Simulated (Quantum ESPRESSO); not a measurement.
Crystal: HfC.

```
CELL_PARAMETERS angstrom
0.00000 2.32500 2.32500
2.32500 0.00000 2.32500
2.32500 2.32500 0.00000
ATOMIC_POSITIONS crystal
Hf 0.50000 0.50000 0.50000
C 0.00000 0.00000 0.00000
```

* Program: Quantum ESPRESSO 7.5
* Task: phonons
* Functional: PBE
* Potentials or basis: GBRV 1.5 PBE
* Cutoff: 612 eV
* Density cutoff: 4898 eV
* k mesh: 10 × 10 × 10
* Occupations: cold, width 0.2 eV
* Spin: no spin polarisation
* Mixing beta: 0.5
* Most SCF iterations: 120
* SCF threshold: 4e-10 Ry

The cell and the atoms were relaxed first, to 12.59 Å³/atom (a = 3.290 Å, b = 3.290 Å, c = 3.290 Å, α = 60.00°, β = 60.00°, γ = 60.00°), and the response was taken there.

Q: Where do the zone-centre optical modes lie?

A: T1u at 421 cm⁻¹ (IR).

Optical modes at Γ, degenerate ones joined:
| cm⁻¹ | components | symmetry | active in |
| --- | --- | --- | --- |
| 421 | 3 | T1u | IR |
